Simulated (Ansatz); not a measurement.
Input and command of a plane-wave DFT calculation in Ansatz:

```yaml
crystal:
  lattice:
    - [4.0192318613, 0.0, 0.0]
    - [0.0, 4.0192318613, 0.0]
    - [0.0, 0.0, 4.0192813205]
  atoms:
    - { symbol: Ba, position: [0.0, 0.0, 0.0] }
    - { symbol: Ti, position: [0.5107735188, 0.5107735188, 0.5107733863] }
    - { symbol: O, position: [0.5, 0.5, 0.0] }
    - { symbol: O, position: [0.5, 0.0, 0.5] }
    - { symbol: O, position: [0.0, 0.5, 0.5] }
basis:
  ecutwfc: 420
kpoints:
  mp_grid: { grid: [8, 8, 8] }
hamiltonian:
  xc: pbe
scf:
  occupations: { method: gaussian, width: 0.05 }
output:
  forces: true
  stress: true
  eigenvalues: true
```

```bash
ansatz run input.yaml --threads 1 --pin off --max-ram 2560MiB --backend cpu --events-out ev --progress --plain --runs-dir out
```

Processor: AMD EPYC 7R43 64-Core Processor (Zen 3), 1 thread, on a host shared with other jobs.

Problem. Estimate time, memory and problem size.

Solution. About 26 s on 1 thread of AMD EPYC 7R43 64-Core Processor (Zen 3), with other jobs on the host, peak memory 0.57 GiB. It solves 25 bands at 150 k points (the mesh reduced by the symmetry that the task leaves, which can be less than the crystal's) with about 1309 plane waves, in 6 SCF iterations.
